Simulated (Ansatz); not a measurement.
# Ni (Fm-3m) in Ansatz: notebook

One crystal, Ni, is run at these levels: PBE; tasks: band structure.

Program: Ansatz 0.2.0. These are calculated values, not measurements. Logs are shortened: lines on timing, memory, paths and dates and some standing lists are left out, and cuts for length are marked.

### Step 1. Starting point

It takes space group Fm-3m (No. 225, cubic). The conventional cell has a = 3.475 Å, b = 3.475 Å, c = 3.475 Å, α = 90.00°, β = 90.00°, γ = 90.00°. Ni (site symmetry m-3m) has 12 Ni at 2.46 Å as nearest neighbours.

### Step 2. Band structure, PBE, collinear spin, ferromagnetic start

File input.yaml:

```yaml
crystal:
  lattice:
    - [0.0, 1.737572933, 1.737572933]
    - [1.737572933, 0.0, 1.737572933]
    - [1.737572933, 1.737572933, 0.0]
  atoms:
    - { symbol: Ni, position: [0.0, 0.0, 0.0], spin: 1.0 }
hamiltonian:
  xc: pbe
  pseudopotentials: { kind: nc, source: spms }
magnetization:
  spin_polarized: true
kpoints:
  mp_grid: { grid: [13, 13, 13] }
  band_path:
    path:
      - [[0.0, 0.0, 0.0], [0.5, 0.0, 0.5], [0.5, 0.25, 0.75], [0.375, 0.375, 0.75], [0.0, 0.0, 0.0], [0.5, 0.5, 0.5], [0.625, 0.25, 0.625], [0.5, 0.25, 0.75], [0.5, 0.5, 0.5], [0.375, 0.375, 0.75]]
      - [[0.625, 0.25, 0.625], [0.5, 0.0, 0.5]]
    npoints: 14
scf:
  occupations: { method: fermi_dirac, width: 0.05 }
  n_extra_bands: 6
output:
  forces: true
  stress: true
  eigenvalues: true
  fatbands: false
  write_density: true
  write_potential: true
  elf: true
  volumetric_format: npy
```

Potentials or basis: SPMS NC.

Run with:

```bash
> ansatz run input.yaml --threads 2 --pin off --max-ram 5632MiB --backend cpu --events-out ev --progress --plain --runs-dir out
```

The program printed:

```text
Warning: RAYON_NUM_THREADS=2 ignored (pool sized by the plan → 2); use --threads N
scf.n_extra_bands = 6 over 9 filled bands (N_el = 18.0): the run solves 15 bands
Engine: ansatz 0.2.0, aarch64-unknown-linux-gnu
Pseudopotentials: kind: nc
Pseudopotential: Ni, nc, valence charge 18, recommended cutoff 925.187132363592 eV (normal), Ni.nc.azcp
Functional definition: PBE
  parameter kappa = 0.804
  parameter beta = 0.06672455060314922
  exchange = pbe_x(kappa = kappa, mu = beta*pi^2/3)
  correlation = pbe_c(beta = beta)
Crystal: 1 atoms, lattice volume = 10.492 Å³
Basis set: ecut = 925.187132363592 eV, 645 PW (Γ), exchange–correlation on 50×50×50 points (8 copies of the dense FFT grid, shifted against one another)
Bands: 15, of which v1, the nominal top of the filled ones, is band 9 counted from 1 (8 counted from 0)
Symmetry: 48 space group operations
Space group: Fm-3m (ITA 225), of the structure as read, at distance tolerance 2.2e-5 Å
Magnetic group: BNS 225.116 (UNI 1618), of the structure as read, at distance tolerance 2.2e-5 Å
k-points: 84 of 2197
Non-local potential: Ni, projectors of the file, l = 0: 2, l = 1: 2, l = 2: 2
Initial density: superposition of atomic densities (chi_scale 0.1, normalization cell)
Starting moments: Σ|m| = 1 μB on 1 of 1 site
Initial wavefunctions: pseudopotential atomic-orbital guess
Functional: x = pbe(κ = 0.804, μ = 0.2195149727645171), c = pbe(β = 0.06672455060314922)
iter 1 solved again at ethr=2.05e-4 eV; its pass at ethr=3.10e-3 eV (dr2=3.69e-2 eV) is discarded
SCF iter   1: F=—  HF=-4252.412342 eV  |F-HF|=—  |Δ(HF+E_count)|=         —  Δρ=5.21e-2 (↑5.21e-2 ↓4.75e-2)  dr2=3.73e-2  dr2_m=1.84e-1  M=0.641 μB ∫|m|=0.676 μB  β_m=0.30  ethr=2.05e-4  ⟨swp⟩=1.9  Hψ=20632  notcnv=0
preconditioner: auto → none  [metal: Δε(μ)=0.003 eV  Ē_g=19.882 eV  σ=0.050 eV  W_gap=0.01  n_scr=0 (ndim 8)  ℏωp=36.3 eV  f_vac=0.000  D(μ)=1.65/eV (n_scr^D=26)]
SCF iter   2: F=—  HF=-4252.422079 eV  |F-HF|=—  |Δ(HF+E_count)|=   9.74e-3  Δρ=3.72e-2 (↑3.72e-2 ↓3.28e-2)  dr2=1.26e-2  dr2_m=9.47e-2  M=0.638 μB ∫|m|=0.681 μB  β_m=0.30  ethr=2.05e-4  ⟨swp⟩=1.6  Hψ=3009  notcnv=0
spin-set hold released at iteration 2 (site moments show no strong build): the magnetisation degrees of freedom join the quasi-Newton model from the next iteration; the mixer history was kept
SCF iter   3: F=—  HF=-4252.427590 eV  |F-HF|=—  |Δ(HF+E_count)|=   5.51e-3  Δρ=2.30e-2 (↑2.30e-2 ↓2.27e-2)  dr2=1.19e-3  dr2_m=4.77e-2  M=0.634 μB ∫|m|=0.685 μB  β_m=0.15  ethr=6.98e-5  ⟨swp⟩=2.0  Hψ=3538  notcnv=0
SCF iter   4: F=—  HF=-4252.434004 eV  |F-HF|=—  |Δ(HF+E_count)|=   6.41e-3  Δρ=1.40e-2 (↑1.31e-2 ↓1.40e-2)  dr2=3.62e-4  dr2_m=1.73e-2  M=0.629 μB ∫|m|=0.688 μB  β_m=0.40  ethr=6.59e-6  ⟨swp⟩=2.2  Hψ=4005  notcnv=0
SCF iter   5: F=—  HF=-4252.438305 eV  |F-HF|=—  |Δ(HF+E_count)|=   4.30e-3  Δρ=2.18e-3 (↑9.75e-4 ↓2.18e-3)  dr2=3.52e-5  dr2_m=2.02e-4  M=0.620 μB ∫|m|=0.694 μB  β_m=0.70  ethr=2.01e-6  ⟨swp⟩=2.0  Hψ=4253  notcnv=0
SCF iter   6: F=—  HF=-4252.438376 eV  |F-HF|=—  |Δ(HF+E_count)|=   7.17e-5  Δρ=1.26e-3 (↑3.42e-4 ↓1.26e-3)  dr2=2.90e-5  dr2_m=5.91e-5  M=0.621 μB ∫|m|=0.697 μB  β_m=0.85  ethr=1.96e-7  ⟨swp⟩=2.0  Hψ=4048  notcnv=0
SCF iter   7: F=—  HF=-4252.438401 eV  |F-HF|=—  |Δ(HF+E_count)|=   2.51e-5  Δρ=1.47e-4 (↑1.34e-4 ↓1.47e-4)  dr2=1.54e-6  dr2_m=9.80e-7  M=0.621 μB ∫|m|=0.699 μB  β_m=0.87  ethr=1.61e-7  ⟨swp⟩=2.0  Hψ=3880  notcnv=0
SCF iter   8: F=—  HF=-4252.438401 eV  |F-HF|=—  |Δ(HF+E_count)|=   6.61e-8  Δρ=2.49e-5 (↑1.04e-5 ↓2.49e-5)  dr2=3.68e-8  dr2_m=2.02e-8  M=0.621 μB ∫|m|=0.699 μB  β_m=0.93  ethr=5.56e-10  ⟨swp⟩=13.1  Hψ=24123  notcnv=0
SCF iter   9: F=-4252.438401 eV  HF=-4252.438401 eV  |F-HF|=6.28e-11  |Δ(HF+E_count)|=   1.82e-9  Δρ=2.10e-6 (↑1.09e-6 ↓2.10e-6)  dr2=5.75e-11  dr2_m=1.53e-10  M=0.621 μB ∫|m|=0.699 μB  ethr=2.05e-10  ⟨swp⟩=8.8  Hψ=13375  notcnv=0
SCF 1 converged in 9 iterations: F = -4252.438401 eV  dr2 = 5.75e-11
NSCF: frozen V_eff on 142 k-points
SCF converged after 9 iterations
Magnetization: 0.6210 μB (9.3105 up, 8.6895 down)
Absolute magnetization: 0.6992 μB (∫|ρ↑−ρ↓|)
Spin contamination: 0.0057 ħ² per cell (⟨S²⟩ above its minimum at these occupations)
Per-site moments (μB) at R_I (Å): [(0.6548698508124582, 1.0136359230776613)]
Free energy (F): -4252.438401 eV
Harris-Foulkes:  -4252.438401 eV  (|F-HF|=6.28e-11)
Internal energy: -4252.425332 eV  (E = F + TS)
E sigma→0 (E₀):  -4252.431867 eV
Entropy (-TS):   -0.013069 eV (-13.069 meV/atom)
Fermi energy:    21.034530 eV
--- Per-component energies (eV) ---
  E_band       = -234.331363
  E_kinetic    = 1750.209563
  E_local      = -3101.922632  (includes V_loc(G=0)·N_el)
  E_nonlocal   = -297.071406
  E_hartree    = 985.015096
  E_xc         = -511.000126
  E_vxc        = -555.577195  (∫ρ·V_xc dr)
  E_ewald      = -3077.655828
  E_smearing   = -0.013069  (= −TS)
  E_closure    = 0.000000  (closes the sum)
  Σ components = -4252.438401   (vs F -4252.438401, Δ=0.00e0)
--- Forces (eV/Å), atoms counted from 1 ---
  atom   1  Ni     0.00000000     0.00000000    -0.00000000
  max |Σ_I F_I| component: 2.63e-31 eV/Å
--- Stress (GPa, compression-positive) ---
        8.001003       0.000000      -0.000000
       -0.000000       8.001003       0.000000
        0.000000      -0.000000       8.001003
  P = ⅓ Tr σ = 8.0010 GPa (80.010 kbar)
--- Band table (eV; the first three rows and the last of 168) ---
  k-point 0 ↑: bands = ["-82.5852", "-42.9299", "-42.9299", "-42.9299", "11.7857", "18.5073", "18.5073", "18.5073", "19.7624", "19.7624", "44.9461", "49.0299", "49.0299", "49.0299", "51.8135"]
  k-point 1 ↑: bands = ["-82.5830", "-42.9443", "-42.9320", "-42.9320", "12.0221", "18.4447", "18.5608", "18.5608", "19.7399", "19.7399", "44.1064", "46.8096", "48.5089", "48.5089", "52.5937"]
  k-point 2 ↑: bands = ["-82.5767", "-42.9840", "-42.9376", "-42.9376", "12.7095", "18.2929", "18.6812", "18.6812", "19.7111", "19.7111", "40.7294", "45.8723", "47.6861", "47.6861", "53.1133"]
  k-point 83 ↓: bands = ["-81.9894", "-42.3782", "-42.3570", "-42.2925", "17.4950", "18.2489", "18.5660", "20.2759", "21.3759", "27.8346", "29.8724", "31.9714", "33.1271", "50.7856", "52.0422"]
```

It took 3.8 s on 2 threads of Arm Neoverse V2, shared host; peak memory 0.31 GiB.

What came out:

| Property | Result |
| --- | --- |
| Free energy | -4252.4384 eV |
| Pressure | 8.0 GPa |
| Band gap on the k mesh | none (metal or under the smearing width) |
| Net moment | 0.62 μB per cell |
| Absolute moment | 0.70 μB per cell |
| Site moments | Ni +0.65 μB |

Levels at the corners of the path, in eV from the Fermi level:
Spin up:
| point | band 6 | band 7 | band 8 | band 9 | band 10 | band 11 | band 12 | band 13 |
| --- | --- | --- | --- | --- | --- | --- | --- | --- |
| Γ | -2.53 | -2.53 | -2.53 | -1.27 | -1.27 | 23.91 | 28.00 | 28.00 |
| X | -4.40 | -0.52 | -0.45 | -0.45 | 2.48 | 9.57 | 15.16 | 15.16 |
| W | -3.21 | -3.21 | -1.34 | -0.44 | 7.96 | 7.96 | 10.22 | 11.54 |
| K | -3.89 | -2.19 | -1.11 | -0.72 | 5.90 | 7.50 | 10.32 | 17.55 |
| Γ | -2.53 | -2.53 | -2.53 | -1.27 | -1.27 | 23.91 | 28.00 | 28.00 |
| L | -2.51 | -2.51 | -0.58 | -0.58 | -0.36 | 5.95 | 22.42 | 25.15 |
| U | -3.89 | -2.19 | -1.11 | -0.72 | 5.90 | 7.50 | 10.32 | 17.55 |
| W | -3.21 | -3.21 | -1.34 | -0.44 | 7.96 | 7.96 | 10.22 | 11.54 |
| L | -2.51 | -2.51 | -0.58 | -0.58 | -0.36 | 5.95 | 22.42 | 25.15 |
| K | -3.89 | -2.19 | -1.11 | -0.72 | 5.90 | 7.50 | 10.32 | 17.55 |
| U | -3.89 | -2.19 | -1.11 | -0.72 | 5.90 | 7.50 | 10.32 | 17.55 |
| X | -4.40 | -0.52 | -0.45 | -0.45 | 2.48 | 9.57 | 15.16 | 15.16 |
Spin down:
| point | band 6 | band 7 | band 8 | band 9 | band 10 | band 11 |
| --- | --- | --- | --- | --- | --- | --- |
| Γ | -1.80 | -1.80 | -1.80 | -0.68 | -0.68 | 23.78 |
| X | -3.80 | 0.10 | 0.39 | 0.39 | 2.44 | 9.80 |
| W | -2.62 | -2.62 | -0.78 | 0.39 | 8.13 | 8.13 |
| K | -3.36 | -1.60 | -0.52 | 0.10 | 6.09 | 7.68 |
| Γ | -1.80 | -1.80 | -1.80 | -0.68 | -0.68 | 23.78 |
| L | -1.89 | -1.89 | -0.42 | 0.16 | 0.16 | 6.35 |
| U | -3.36 | -1.60 | -0.52 | 0.10 | 6.09 | 7.68 |
| W | -2.62 | -2.62 | -0.78 | 0.39 | 8.13 | 8.13 |
| L | -1.89 | -1.89 | -0.42 | 0.16 | 0.16 | 6.35 |
| K | -3.36 | -1.60 | -0.52 | 0.10 | 6.09 | 7.68 |
| U | -3.36 | -1.60 | -0.52 | 0.10 | 6.09 | 7.68 |
| X | -3.80 | 0.10 | 0.39 | 0.39 | 2.44 | 9.80 |

### Step 3. Band structure, PBE, collinear spin, ferromagnetic start

input.yaml, as its differences from that of step 2:

```diff
@@ -9,3 +9,3 @@
   xc: pbe
-  pseudopotentials: { kind: nc, source: spms }
+  pseudopotentials: { kind: nc, accuracy: standard }
 magnetization:
@@ -26,3 +26,3 @@
   eigenvalues: true
-  fatbands: false
+  fatbands: true
   write_density: true
```

Potentials or basis: PseudoDojo standard (PBE files).

Run with:

```bash
> ansatz run input.yaml --threads 2 --pin off --max-ram 5632MiB --backend cpu --events-out ev --progress --plain --runs-dir out
```

The program printed:

```text
Warning: RAYON_NUM_THREADS=2 ignored (pool sized by the plan → 2); use --threads N
scf.n_extra_bands = 6 over 9 filled bands (N_el = 18.0): the run solves 15 bands
Engine: ansatz 0.2.0, aarch64-unknown-linux-gnu
Pseudopotentials: kind: nc
Pseudopotential: Ni, nc, valence charge 18, recommended cutoff 1333.357926 eV (normal), Ni.nc.azcp (PseudoDojo's, or run here from an input of PseudoDojo's; its table is named by hamiltonian.pseudopotentials.accuracy)
Functional definition: PBE
  parameter kappa = 0.804
  parameter beta = 0.06672455060314922
  exchange = pbe_x(kappa = kappa, mu = beta*pi^2/3)
  correlation = pbe_c(beta = beta)
Crystal: 1 atoms, lattice volume = 10.492 Å³
Basis set: ecut = 1333.357926 eV, 1211 PW (Γ), exchange–correlation on 60×60×60 points (8 copies of the dense FFT grid, shifted against one another)
Bands: 15, of which v1, the nominal top of the filled ones, is band 9 counted from 1 (8 counted from 0)
Symmetry: 48 space group operations
Space group: Fm-3m (ITA 225), of the structure as read, at distance tolerance 2.2e-5 Å
[... 33 lines left out ...]
  E_band       = -263.137200
  E_kinetic    = 2149.487170
  E_local      = -3580.040951  (includes V_loc(G=0)·N_el)
  E_nonlocal   = -720.280181
  E_hartree    = 1246.025739
  E_xc         = -583.337617
  E_vxc        = -604.353044  (∫ρ·V_xc dr)
  E_ewald      = -3077.655828
  E_smearing   = -0.012751  (= −TS)
  E_closure    = 0.000000  (closes the sum)
  Σ components = -4565.814418   (vs F -4565.814418, Δ=0.00e0)
--- Forces (eV/Å), atoms counted from 1 ---
  atom   1  Ni    -0.00000000    -0.00000000     0.00000000
  max |Σ_I F_I| component: 4.93e-31 eV/Å
--- Stress (GPa, compression-positive) ---
        8.116849       0.000000      -0.000000
       -0.000000       8.116849       0.000000
        0.000000      -0.000000       8.116849
  P = ⅓ Tr σ = 8.1168 GPa (81.168 kbar)
--- Band table (eV; the first three rows and the last of 168) ---
  k-point 0 ↑: bands = ["-84.2676", "-44.5307", "-44.5307", "-44.5307", "10.1089", "16.8681", "16.8681", "16.8681", "18.1334", "18.1334", "43.3183", "47.5115", "47.5115", "47.5115", "50.1321"]
  k-point 1 ↑: bands = ["-84.2654", "-44.5451", "-44.5328", "-44.5328", "10.3463", "16.8053", "16.9217", "16.9217", "18.1108", "18.1108", "42.4736", "45.2238", "46.9604", "46.9604", "50.9372"]
  k-point 2 ↑: bands = ["-84.2591", "-44.5849", "-44.5385", "-44.5385", "11.0366", "16.6530", "17.0426", "17.0426", "18.0816", "18.0816", "39.0834", "44.2485", "46.1146", "46.1146", "51.5794"]
  k-point 83 ↓: bands = ["-83.4864", "-43.9210", "-43.8998", "-43.8350", "15.8793", "16.6569", "16.9731", "18.6909", "19.8276", "26.1781", "28.2058", "30.3224", "31.4359", "49.1539", "50.4944"]
```

fatbands.tsv:

```text
# ik	k_distance	band	e_minus_ef_up	e_minus_ef_dn	ni0_l0_3S_up	ni0_l0_3S_dn	ni0_l0_4S_up	ni0_l0_4S_dn	ni0_l1_3P_up	ni0_l1_3P_dn	ni0_l2_3D_up	ni0_l2_3D_dn
# fermi_ev = 19.469579
# lock_threshold_ev = 1e-12
[... 17 lines left out ...]
0	0.000000	3	-64.000296	-63.210612	0.000000	0.000000	0.000000	0.000000	0.999993	0.999987	0.000000	0.000000
0	0.000000	4	-9.360688	-9.420330	0.060721	0.060959	0.939092	0.938928	0.000000	0.000000	0.000000	0.000000
0	0.000000	5	-2.601447	-1.800499	0.000000	0.000000	0.000000	0.000000	0.000000	0.000000	0.998869	0.997896
[... 1854 lines left out ...]
124	10.808726	0	-103.686831	-102.957819	0.983677	0.983727	0.015414	0.015361	0.000003	0.000003	0.000905	0.000908
124	10.808726	1	-64.190966	-63.407022	0.000000	0.000000	0.000030	0.000031	0.998959	0.998908	0.000959	0.000985
124	10.808726	2	-64.147055	-63.361750	0.000001	0.000001	0.000427	0.000444	0.998418	0.998354	0.0011
```

Run time: 6.1 s. Hardware: 2 threads of Arm Neoverse V2, shared host; peak memory 0.39 GiB.

What came out:

* Free energy: -4565.8144 eV
* Pressure: 8.1 GPa
* Band gap on the k mesh: none (metal or under the smearing width)
* Net moment: 0.63 μB per cell
* Absolute moment: 0.72 μB per cell
* Site moments: Ni +0.67 μB

Levels at the corners of the path, in eV from the Fermi level:
Spin up:
| point | band 5 | band 6 | band 7 | band 8 | band 9 | band 10 | band 11 | band 12 | band 13 | band 14 |
| --- | --- | --- | --- | --- | --- | --- | --- | --- | --- | --- |
| Γ | -9.36 | -2.60 | -2.60 | -2.60 | -1.34 | -1.34 | 23.85 | 28.04 | 28.04 | 28.04 |
| X | -4.94 | -4.48 | -0.58 | -0.52 | -0.52 | 2.37 | 9.47 | 15.06 | 15.06 | 19.95 |
| W | -4.01 | -3.28 | -3.28 | -1.41 | -0.51 | 7.85 | 7.85 | 10.13 | 11.42 | 30.77 |
| K | -4.23 | -3.96 | -2.27 | -1.17 | -0.79 | 5.79 | 7.40 | 10.21 | 17.46 | 21.85 |
| Γ | -9.36 | -2.60 | -2.60 | -2.60 | -1.34 | -1.34 | 23.85 | 28.04 | 28.04 | 28.04 |
| L | -5.13 | -2.58 | -2.58 | -0.65 | -0.65 | -0.45 | 5.85 | 22.35 | 25.19 | 25.19 |
| U | -4.23 | -3.96 | -2.27 | -1.17 | -0.79 | 5.79 | 7.40 | 10.21 | 17.46 | 21.85 |
| W | -4.01 | -3.28 | -3.28 | -1.41 | -0.51 | 7.85 | 7.85 | 10.13 | 11.42 | 30.77 |
| L | -5.13 | -2.58 | -2.58 | -0.65 | -0.65 | -0.45 | 5.85 | 22.35 | 25.19 | 25.19 |
| K | -4.23 | -3.96 | -2.27 | -1.17 | -0.79 | 5.79 | 7.40 | 10.21 | 17.46 | 21.85 |
| U | -4.23 | -3.96 | -2.27 | -1.17 | -0.79 | 5.79 | 7.40 | 10.21 | 17.46 | 21.85 |
| X | -4.94 | -4.48 | -0.58 | -0.52 | -0.52 | 2.37 | 9.47 | 15.06 | 15.06 | 19.95 |
Spin down:
| point | band 5 | band 6 | band 7 | band 8 | band 9 | band 10 | band 11 | band 12 | band 13 |
| --- | --- | --- | --- | --- | --- | --- | --- | --- | --- |
| Γ | -9.42 | -1.80 | -1.80 | -1.80 | -0.70 | -0.70 | 23.68 | 28.01 | 28.01 |
| X | -4.57 | -3.82 | 0.09 | 0.40 | 0.40 | 2.31 | 9.72 | 15.05 | 15.05 |
| W | -3.60 | -2.64 | -2.64 | -0.80 | 0.41 | 8.03 | 8.03 | 10.30 | 11.54 |
| K | -3.78 | -3.39 | -1.62 | -0.54 | 0.12 | 6.00 | 7.58 | 10.40 | 17.49 |
| Γ | -9.42 | -1.80 | -1.80 | -1.80 | -0.70 | -0.70 | 23.68 | 28.01 | 28.01 |
| L | -4.68 | -1.91 | -1.91 | -0.53 | 0.16 | 0.16 | 6.29 | 22.20 | 25.25 |
| U | -3.78 | -3.39 | -1.62 | -0.54 | 0.12 | 6.00 | 7.58 | 10.40 | 17.49 |
| W | -3.60 | -2.64 | -2.64 | -0.80 | 0.41 | 8.03 | 8.03 | 10.30 | 11.54 |
| L | -4.68 | -1.91 | -1.91 | -0.53 | 0.16 | 0.16 | 6.29 | 22.20 | 25.25 |
| K | -3.78 | -3.39 | -1.62 | -0.54 | 0.12 | 6.00 | 7.58 | 10.40 | 17.49 |
| U | -3.78 | -3.39 | -1.62 | -0.54 | 0.12 | 6.00 | 7.58 | 10.40 | 17.49 |
| X | -4.57 | -3.82 | 0.09 | 0.40 | 0.40 | 2.31 | 9.72 | 15.05 | 15.05 |
